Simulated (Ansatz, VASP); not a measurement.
## ScAl: VASP beside Ansatz

File INCAR:

```
ALGO     = Normal         # electronic algorithm
EDIFF    = 1E-6           # SCF threshold, eV
ENCUT    = 520            # plane-wave cutoff, eV
GGA      = PS             # functional
ISIF     = 2              # what is computed and relaxed
ISMEAR   = 0              # smearing method
LASPH    = True           # aspherical terms in the spheres
LCHARG   = False          # write CHGCAR
LREAL    = False          # projectors in reciprocal space
LWAVE    = False          # write WAVECAR
NBANDS   = 14             # bands
NELM     = 80             # most SCF steps
PREC     = Accurate       # precision mode
SIGMA    = 0.15           # smearing width, eV
```

The input KPOINTS:

```
k-points
0
Gamma
  16 16 16
```

Contents of POSCAR:

```
ScAl
1.0
    3.3703489700      0.0000000000      0.0000000000
    0.0000000000      3.3703489700      0.0000000000
    0.0000000000      0.0000000000      3.3703489700
Sc Al
1 1
Direct
    0.5000000000      0.5000000000      0.5000000000
    0.0000000000      0.0000000000      0.0000000000
```

Input for Ansatz:

```yaml
crystal:
  lattice:
    - [3.37034897, 0.0, 0.0]
    - [0.0, 3.37034897, 0.0]
    - [0.0, 0.0, 3.37034897]
  atoms:
    - { symbol: Sc, position: [0.5, 0.5, 0.5] }
    - { symbol: Al, position: [0.0, 0.0, 0.0] }
basis:
  ecutwfc: 420
kpoints:
  mp_grid: { grid: [16, 16, 16] }
hamiltonian:
  xc: pbesol
scf:
  occupations: { method: gaussian, width: 0.15 }
output:
  forces: true
  stress: true
  eigenvalues: true
```

The cell comes from a database or a generator and needn't be the stable form of this composition.

Alike in both runs: task single point; functional PBEsol; k mesh 16 × 16 × 16; occupations gaussian, width 0.15 eV; no spin polarisation.

```csv
,VASP,Ansatz
version,VASP 6.6.1,Ansatz 0.2.0
potentials or method,"VASP PAW PBE potentials, release 64 (Sc_sv, Al)","scalar-relativistic, plane waves, PAW"
plane-wave cutoff (eV),520,420
valence electrons in the cell,14,14
```

|  | VASP | Ansatz | Ansatz less VASP |
| --- | --- | --- | --- |
| gap on the k mesh at the Fermi level (eV) | none | none | - |
| pressure (GPa) | -1.6 | -1.8 | -0.12 |

A gap of «none» marks a metal or a gap that the smearing closes.

Caveats: the PAW data sets were made with another functional, which shifts forces and pressure a little (VASP).
